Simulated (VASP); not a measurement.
# KMgF3 (Pm-3m) in VASP: further runs

One crystal, KMgF3, is run at these levels: r2SCAN; tasks: equation of state.

Program: VASP 6.6.1. These are calculated values, not measurements. Logs are shortened: lines on timing, memory, paths and dates and some standing lists are left out, and cuts for length are marked.

**The experiment to reproduce.**

From “High-pressure structural, elastic and electronic properties of the scintillator host material, KMgF3”, 2007, arxiv:cond-mat/0703621, for a powder of KMgF3: bulk modulus 71.2 ± 0.2 GPa.

The runs below are set against these values where they give the same quantity.

## 1. Starting point

The structure is cubic, space group Pm-3m (No. 221). The conventional cell has a = 3.970 Å, b = 3.970 Å, c = 3.970 Å, α = 90.00°, β = 90.00°, γ = 90.00°. K (site symmetry m-3m) is surrounded by 12 F at 2.81 Å. Mg (site symmetry m-3m) is surrounded by 6 F at 1.99 Å. F (site symmetry 4/mmm) is surrounded by 2 Mg at 1.99 Å.

## 2. Equation of state, r2SCAN, 12.02 Å³/atom (a relaxed cell with its volume scaled by 0.96)

Input file INCAR:

```
SYSTEM = KMgF3
PREC = Accurate
ENCUT = 520
EDIFF = 1E-6
ISMEAR = 0
SIGMA = 0.02
LREAL = .FALSE.
LASPH = .TRUE.
NELM = 100
ALGO = Normal
ISIF = 2
LWAVE = .FALSE.
LCHARG = .FALSE.
METAGGA = R2SCAN
LMIXTAU = .TRUE.
KPAR = 2
```

Input file KPOINTS:

```
Automatic mesh
0
G
  6 6 6
  0 0 0
```

Input file POSCAR:

```
KMgF3                                   
1.0
    3.9166716962      0.0000000000      0.0000000000
    0.0000000000      3.9166716962      0.0000000000
   -0.0000000000     -0.0000000000      3.9166716962
  K               Mg              F             
     1     1     3
Direct
     0.5000000000000000    0.5000000000000000    0.5000000000000000
     0.0000000000000000    0.0000000000000000    0.0000000000000000
     0.0000000000000000    0.0000000000000000    0.5000000000000000
     0.0000000000000000    0.5000000000000000    0.0000000000000000
     0.5000000000000000    0.0000000000000000    0.0000000000000000
```

Potentials or basis: VASP PAW PBE potentials, release 64 (K_sv, Mg, F).

Started as:

```bash
$ cat potpaw_PBE.64/K_sv/POTCAR potpaw_PBE.64/Mg/POTCAR potpaw_PBE.64/F/POTCAR > POTCAR
$ mpirun -np 2 vasp_std > vasp.out
```

OUTCAR:

```text
SYSTEM = KMgF3
   PREC = Accurate
   ENCUT = 520
   EDIFF = 1E-6
   ISMEAR = 0
   LREAL = .FALSE.
   LASPH = .TRUE.
   NELM = 100
   ISIF = 2
   METAGGA = R2SCAN

 ion  position               nearest neighbor table
   1  0.500  0.500  0.500-   3 2.77   4 2.77   5 2.77   4 2.77   5 2.77   3 2.77   5 2.77   5 2.77
                             3 2.77   4 2.77   4 2.77   3 2.77   2 3.39   2 3.39   2 3.39   2 3.39
   2  0.000  0.000  0.000-   3 1.96   4 1.96   5 1.96   3 1.96   4 1.96   5 1.96   1 3.39   1 3.39
                             1 3.39   1 3.39   1 3.39   1 3.39   1 3.39   1 3.39
   3  0.000  0.000  0.500-   2 1.96   2 1.96   1 2.77   1 2.77   1 2.77   1 2.77
   4  0.000  0.500  0.000-   2 1.96   2 1.96   1 2.77   1 2.77   1 2.77   1 2.77
   5  0.500  0.000  0.000-   2 1.96   2 1.96   1 2.77   1 2.77   1 2.77   1 2.77

  LATTYP: Found a simple cubic cell.
 ALAT       =     3.9166716962

  Lattice vectors:

 A1 = (   3.9166716962,   0.0000000000,   0.0000000000)
 A2 = (   0.0000000000,   3.9166716962,   0.0000000000)
 A3 = (   0.0000000000,   0.0000000000,   3.9166716962)

Analysis of symmetry for initial positions (statically):
=====================================================================
 Subroutine PRICEL returns:
 Original cell was already a primitive cell.

 Routine SETGRP: Setting up the symmetry group for a
 simple cubic supercell.

 Subroutine GETGRP returns: Found 48 space group operations
 (whereof 48 operations were pure point group operations)
 out of a pool of 48 trial point group operations.

The static configuration has the point symmetry O_h .

Analysis of symmetry for dynamics (positions and initial velocities):
=====================================================================
 Subroutine PRICEL returns:
 Original cell was already a primitive cell.

 Routine SETGRP: Setting up the symmetry group for a
 simple cubic supercell.

 Subroutine GETGRP returns: Found 48 space group operations
 (whereof 48 operations were pure point group operations)
 out of a pool of 48 trial point group operations.

The dynamic configuration has the point symmetry O_h .

 Subroutine INISYM returns: Found 48 space group operations
 (whereof 48 operations are pure point group operations),
 and found     1 'primitive' translations

----------------------------------------------------------------------------------------

                                     Primitive cell

  volume of cell :      60.0830

  direct lattice vectors                    reciprocal lattice vectors
     3.916671696  0.000000000  0.000000000     0.255318821  0.000000000  0.000000000
     0.000000000  3.916671696  0.000000000     0.000000000  0.255318821  0.000000000
     0.000000000  0.000000000  3.916671696     0.000000000  0.000000000  0.255318821

  length of vectors
     3.916671696  3.916671696  3.916671696     0.255318821  0.255318821  0.255318821

  position of ions in fractional coordinates (direct lattice)
     0.500000000  0.500000000  0.500000000
     0.000000000  0.000000000  0.000000000
     0.000000000  0.000000000  0.500000000
     0.000000000  0.500000000  0.000000000
     0.500000000  0.000000000  0.000000000

  ion indices of the primitive-cell ions
   primitive index   ion index
                 1           1
                 2           2
                 3           3
                 4           4
                 5           5

----------------------------------------------------------------------------------------

 KPOINTS: Automatic mesh

Automatic generation of k-mesh.
 Grid dimensions read from file:
 generate k-points for:    6    6    6

 Generating k-lattice:

  Cartesian coordinates                     Fractional coordinates (reciprocal lattice)
     0.042553137  0.000000000  0.000000000     0.166666667  0.000000000  0.000000000
     0.000000000  0.042553137  0.000000000     0.000000000  0.166666667  0.000000000
     0.000000000  0.000000000  0.042553137     0.000000000  0.000000000  0.166666667

  Length of vectors
     0.042553137  0.042553137  0.042553137

  Shift w.r.t. Gamma in fractional coordinates (k-lattice)
     0.000000000  0.000000000  0.000000000

 Subroutine IBZKPT returns following result:
 ===========================================

 Found     20 irreducible k-points:

 Following reciprocal coordinates:
            Coordinates               Weight
  0.000000  0.000000  0.000000      1.000000
  0.166667  0.000000  0.000000      6.000000
  0.333333  0.000000  0.000000      6.000000
  0.500000  0.000000  0.000000      3.000000
  0.166667  0.166667  0.000000     12.000000
  0.333333  0.166667  0.000000     24.000000
[... 12 lines left out ...]
  0.500000  0.500000  0.333333      6.000000
  0.500000  0.500000  0.500000      1.000000
   k-points           NKPTS =     20   k-points in BZ     NKDIM =     20   number of bands    NBANDS=     20
   number of dos      NEDOS =    301   number of ions     NIONS =      5
   total plane-waves  NPLWV =  27000
   dimension x,y,z NGX =    30 NGY =   30 NGZ =   30
   dimension x,y,z NGXF=    60 NGYF=   60 NGZF=   60
   ions per type =               1   1   3
   NGX,Y,Z   is equivalent  to a cutoff of  12.73, 12.73, 12.73 a.u.
   NGXF,Y,Z  is equivalent  to a cutoff of  25.47, 25.47, 25.47 a.u.
 SYSTEM =  KMgF3
   PREC   = accura    normal or accurate (medium, high low for compatibility)
   ISTART =      0    job   : 0-new  1-cont  2-samecut
   ICHARG =      2    charge: 1-file 2-atom 10-const
   ISPIN  =      1    spin polarized calculation?
   LNONCOLLINEAR =      F non collinear calculations
   LSORBIT =      F    spin-orbit coupling
   LASPH  =      T    aspherical Exc in radial PAW
   ENCUT  =  520.0 eV  38.22 Ry    6.18 a.u.   7.28  7.28  7.28*2*pi/ulx,y,z
   NELM   =    100;   NELMIN=  2; NELMDL= -5     # of ELM steps
   EDIFF  = 0.1E-05   stopping-criterion for ELM
   LREAL  =      F    real-space projection
   EDIFFG = 0.1E-04   stopping-criterion for IOM
   NSW    =      0    number of steps for IOM
   IBRION =     -1    ionic relax: 0-MD 1-quasi-New 2-CG
   NFREE  =      0    steps in history (QN), initial steepest desc. (CG)
   ISIF   =      2    stress and relaxation
   ISYM   =      2    0-nonsym 1-usesym 2-fastsym
   POTIM  = 0.5000    time-step for ionic-motion
   TEBEG  =    0.0;   TEEND  =   0.0 temperature during run
   PSTRESS=    0.0 pullay stress
   NELECT =      32.0000    total number of electrons
   NUPDOWN=      -1.0000    fix difference up-down
   EMIN   =  10.00;   EMAX   =-10.00  energy-range for DOS
   EFERMI =   0.00;   METHOD = LEGACY
   ISMEAR =     0;   SIGMA  =   0.02  broadening in eV -4-tet -1-fermi 0-gaus
   EFERMI_NEDOS =   21; number of points for ismear=-14 and -15
   IALGO  =     38    algorithm
   IMIX   =      4    mixing-type and parameters
     AMIX     =   0.40;   BMIX     =  1.00
     AMIX_MAG =   1.60;   BMIX_MAG =  1.00
  volume/ion in A,a.u.               =      12.02        81.09
  Fermi-wavevector in a.u.,A,eV,Ry     =   1.327010  2.507686 23.959268  1.760957
  Thomas-Fermi vector in A             =   2.456355
   LORBIT       =      0    0 simple, 1 ext, 2 COOP (PROOUT), +10 PAW based schemes
   METAGGA = R2SCAN    functional components
   LHFCALC =     F    Hartree Fock is set to
   AEXX    =    0.0000 exact exchange contribution
   IVDW    =     0    specifies the selected vdW correction
   LEPSILON=     F    determine dielectric tensor
   LRPA    =     F    only Hartree local field effects (RPA)
 non-spin polarized calculation
 Gauss-broadening in eV      SIGMA  =   0.02
  energy-cutoff  :      520.00
  volume of cell :       60.08
 maximum number of plane-waves:      1647
 NGX is ok and might be reduce to    30
   NGX = 15   NGY = 15   NGZ = 15

 number of electron      31.9999984 magnetization

 Free energy of the ion-electron system (eV)
  ---------------------------------------------------
  ext. energy  EPLUGINS =         0.00000000
  ---------------------------------------------------
  free energy    TOTEN  =       -37.38261378 eV

  energy without entropy =      -37.38261378  energy(sigma->0) =      -37.38261378

 E-fermi :  -1.7358     XC(G=0): -10.4899

 val. band max:       -1.9457861855   @ k =   0.5000   0.5000   0.5000
 cond. band min:       6.7306878571   @ k =   0.0000   0.0000   0.0000
 fundamental gap:      8.6764740426
 Fermi energy:        -1.7358282557

 k-point     1 :       0.0000    0.0000    0.0000
  band No.  band energies     occupation
      1     -28.4437      2.00000
      2     -23.3283      2.00000
      3     -22.6288      2.00000
      4     -22.6288      2.00000
      5     -11.1778      2.00000
      6     -11.1778      2.00000
[... 12 lines left out ...]
     19       8.9655      0.00000
     20      11.3585      0.00000

 k-point     2 :       0.1667    0.0000    0.0000
  band No.  band energies     occupation
      1     -28.4338      2.00000
      2     -23.2976      2.00000
      3     -22.6686      2.00000
      4     -22.6267      2.00000
      5     -11.1698      2.00000
      6     -11.1607      2.00000
[... 12 lines left out ...]
     19       9.3063      0.00000
     20      11.4947      0.00000

 k-point     3 :       0.3333    0.0000    0.0000
  band No.  band energies     occupation
      1     -28.4139      2.00000
      2     -23.2244      2.00000
      3     -22.7614      2.00000
      4     -22.6213      2.00000
      5     -11.1540      2.00000
      6     -11.1259      2.00000
[... 12 lines left out ...]
     19      10.0105      0.00000
     20      11.8074      0.00000

 k-point     4 :       0.5000    0.0000    0.0000
  band No.  band energies     occupation
      1     -28.4039      2.00000
      2     -23.1762      2.00000
      3     -22.8198      2.00000
      4     -22.6190      2.00000
      5     -11.1463      2.00000
      6     -11.1083      2.00000
[... 337 lines left out ...]
 k-point    19 :       0.5000    0.5000    0.3333
  band No.  band energies     occupation
      1     -28.3645      2.00000
      2     -22.8406      2.00000
      3     -22.8310      2.00000
      4     -22.8310      2.00000
      5     -11.3638      2.00000
      6     -11.3638      2.00000
[... 12 lines left out ...]
     19       9.9838      0.00000
     20      12.2672      0.00000

 k-point    20 :       0.5000    0.5000    0.5000
  band No.  band energies     occupation
      1     -28.3603      2.00000
      2     -22.8256      2.00000
      3     -22.8256      2.00000
      4     -22.8256      2.00000
      5     -11.3985      2.00000
      6     -11.3985      2.00000
[... 12 lines left out ...]
     19       9.6420      0.00000
     20      13.3009      0.00000

------------------------ aborting loop because EDIFF is reached ----------------------------------------

  FORCE on cell =-STRESS in cart. coord.  units (eV):
  Direction    XX          YY          ZZ          XY          YZ          ZX
  --------------------------------------------------------------------------------------
  -------------------------------------------------------------------------------------
  Total        1.3624383      1.3624383      1.3624383      0.0000000     -0.0000000      0.0000000
  in kB       36.3308789     36.3308789     36.3308789      0.0000000     -0.0000000      0.0000000
  external PRESSURE =      36.3308789 kB  Pullay stress =       0.0000000 kB

 VOLUME and BASIS-vectors are now :
 -----------------------------------------------------------------------------
  energy-cutoff  :      520.00
  volume of cell :       60.08
      direct lattice vectors                 reciprocal lattice vectors
     3.916671696  0.000000000  0.000000000     0.255318821  0.000000000  0.000000000
     0.000000000  3.916671696  0.000000000     0.000000000  0.255318821  0.000000000
     0.000000000  0.000000000  3.916671696     0.000000000  0.000000000  0.255318821

 POSITION                                       TOTAL-FORCE (eV/Angst)
 -----------------------------------------------------------------------------------
      1.95834      1.95834      1.95834         0.000000      0.000000      0.000000
      0.00000      0.00000      0.00000         0.000000      0.000000      0.000000
      0.00000      0.00000      1.95834         0.000000      0.000000      0.000000
      0.00000      1.95834      0.00000         0.000000      0.000000      0.000000
      1.95834      0.00000      0.00000         0.000000      0.000000      0.000000
 -----------------------------------------------------------------------------------
    total drift:                                0.000000     -0.000000      0.000000

  FREE ENERGIE OF THE ION-ELECTRON SYSTEM (eV)
  ---------------------------------------------------
  free  energy   TOTEN  =       -37.3826137767 eV

  energy  without entropy=      -37.3826137767  energy(sigma->0) =      -37.38261378
```

Wall time 2.3 min (2 MPI ranks of Intel Xeon Platinum 8375C at 2.90GHz (Ice Lake), shared host); peak memory 0.17 GiB.

Results:

| Quantity | Value |
| --- | --- |
| Free energy | -37.3826 eV |
| Pressure | 3.6 GPa |
| Band gap on the k mesh | 8.68 eV, indirect (least direct gap 9.00 eV) |

Caveat: the PAW data sets were made with another functional, which shifts forces and pressure a little.

## 3. Equation of state, r2SCAN, 12.27 Å³/atom (a relaxed cell with its volume scaled by 0.98)

INCAR is that of step 2.

KPOINTS is that of step 2.

Edit POSCAR of step 2 so:

```diff
@@ -2,5 +2,5 @@
 1.0
-    3.9166716962      0.0000000000      0.0000000000
-    0.0000000000      3.9166716962      0.0000000000
-   -0.0000000000     -0.0000000000      3.9166716962
+    3.9436840787      0.0000000000      0.0000000000
+    0.0000000000      3.9436840787      0.0000000000
+   -0.0000000000     -0.0000000000      3.9436840787
   K               Mg              F
```

Potentials or basis: VASP PAW PBE potentials, release 64 (K_sv, Mg, F).

Started as:

```bash
$ cat potpaw_PBE.64/K_sv/POTCAR potpaw_PBE.64/Mg/POTCAR potpaw_PBE.64/F/POTCAR > POTCAR
$ mpirun -np 2 vasp_std > vasp.out
```

It took 94 s on 2 MPI ranks of Intel Xeon Platinum 8375C at 2.90GHz (Ice Lake), shared host; peak memory 0.18 GiB.

It converged, with:

| Property | Result |
| --- | --- |
| Free energy | -37.4061 eV |
| Pressure | 1.7 GPa |
| Band gap on the k mesh | 8.50 eV, indirect (least direct gap 8.83 eV) |

Caveat: the PAW data sets were made with another functional, which shifts forces and pressure a little.

## 4. Equation of state, r2SCAN, 12.52 Å³/atom

INCAR is that of step 3.

KPOINTS is that of step 3.

Edit POSCAR of step 3 so:

```diff
@@ -2,5 +2,5 @@
 1.0
-    3.9436840787      0.0000000000      0.0000000000
-    0.0000000000      3.9436840787      0.0000000000
-   -0.0000000000     -0.0000000000      3.9436840787
+    3.9703314011      0.0000000000      0.0000000000
+    0.0000000000      3.9703314011      0.0000000000
+   -0.0000000000     -0.0000000000      3.9703314011
   K               Mg              F
```

Started as:

```bash
$ cat potpaw_PBE.64/K_sv/POTCAR potpaw_PBE.64/Mg/POTCAR potpaw_PBE.64/F/POTCAR > POTCAR
$ mpirun -np 2 vasp_std > vasp.out
```

Run time: 1.9 min. Hardware: 2 MPI ranks of Intel Xeon Platinum 8375C at 2.90GHz (Ice Lake), shared host; peak memory 0.17 GiB.

Results (log left out):

| Property | Result |
| --- | --- |
| Free energy | -37.4155 eV |
| Pressure | 0.0 GPa |
| Band gap on the k mesh | 8.34 eV, indirect (least direct gap 8.66 eV) |

Caveat: the PAW data sets were made with another functional, which shifts forces and pressure a little.

## 5. Equation of state, r2SCAN, 12.77 Å³/atom (a relaxed cell with its volume scaled by 1.02)

INCAR is that of step 4.

KPOINTS is that of step 4.

Edit POSCAR of step 4 so:

```diff
@@ -2,5 +2,5 @@
 1.0
-    3.9703314011      0.0000000000      0.0000000000
-    0.0000000000      3.9703314011      0.0000000000
-   -0.0000000000     -0.0000000000      3.9703314011
+    3.9966257528      0.0000000000      0.0000000000
+    0.0000000000      3.9966257528      0.0000000000
+   -0.0000000000     -0.0000000000      3.9966257528
   K               Mg              F
```

Started as:

```bash
$ cat potpaw_PBE.64/K_sv/POTCAR potpaw_PBE.64/Mg/POTCAR potpaw_PBE.64/F/POTCAR > POTCAR
$ mpirun -np 2 vasp_std > vasp.out
```

Run time: 2.3 min. Hardware: 2 MPI ranks of Intel Xeon Platinum 8375C at 2.90GHz (Ice Lake), shared host; peak memory 0.18 GiB.

It converged, with:

```yaml
Free_energy: -37.4121 eV
Pressure: -1.5 GPa
Band_gap_on_the_k_mesh: 8.18 eV, indirect (least direct gap 8.51 eV)
```

Caveat: the PAW data sets were made with another functional, which shifts forces and pressure a little.

## 6. Equation of state, r2SCAN, 13.02 Å³/atom (a relaxed cell with its volume scaled by 1.04)

INCAR is that of step 5.

KPOINTS is that of step 5.

Edit POSCAR of step 5 so:

```diff
@@ -2,5 +2,5 @@
 1.0
-    3.9966257528      0.0000000000      0.0000000000
-    0.0000000000      3.9966257528      0.0000000000
-   -0.0000000000     -0.0000000000      3.9966257528
+    4.0225785953      0.0000000000      0.0000000000
+    0.0000000000      4.0225785953      0.0000000000
+   -0.0000000000     -0.0000000000      4.0225785953
   K               Mg              F
```

Potentials or basis: VASP PAW PBE potentials, release 64 (K_sv, Mg, F).

Started as:

```bash
$ cat potpaw_PBE.64/K_sv/POTCAR potpaw_PBE.64/Mg/POTCAR potpaw_PBE.64/F/POTCAR > POTCAR
$ mpirun -np 2 vasp_std > vasp.out
```

Wall time 2.2 min (2 MPI ranks of Intel Xeon Platinum 8375C at 2.90GHz (Ice Lake), shared host); peak memory 0.18 GiB.

It converged, with:

```yaml
Free_energy: -37.3974 eV
Pressure: -2.9 GPa
Band_gap_on_the_k_mesh: 8.03 eV, indirect (least direct gap 8.35 eV)
```

Caveat: the PAW data sets were made with another functional, which shifts forces and pressure a little.

## 7. Equation of state, r2SCAN

This step only gathers the single runs of the series.

Results:

| Property | Result |
| --- | --- |
| Equilibrium volume | 12.57 Å³/atom |
| Bulk modulus | 79 GPa |
| Pressure derivative of the bulk modulus | 4.6 (rough: it moves with the points fitted) |

Energy against volume, from the lowest point:
| volume (Å³/atom) | energy (meV/atom) |
| --- | --- |
| 12.017 | 6.57 |
| 12.267 | 1.87 |
| 12.517 | 0.00 |
| 12.768 | 0.68 |
| 13.018 | 3.61 |

Caveat: the PAW data sets were made with another functional, which shifts forces and pressure a little.

## 8. Comparison with measurements

Step 7. Against the measured bulk modulus of KMgF3, 71.2 GPa (powder; “High-pressure structural, elastic and electronic properties of the scintillator host material, KMgF3”, 2007, arxiv:cond-mat/0703621), the calculated 79 GPa is off by +11.5 %. The fit is for a static lattice scaled at fixed shape and fixed fractional positions.
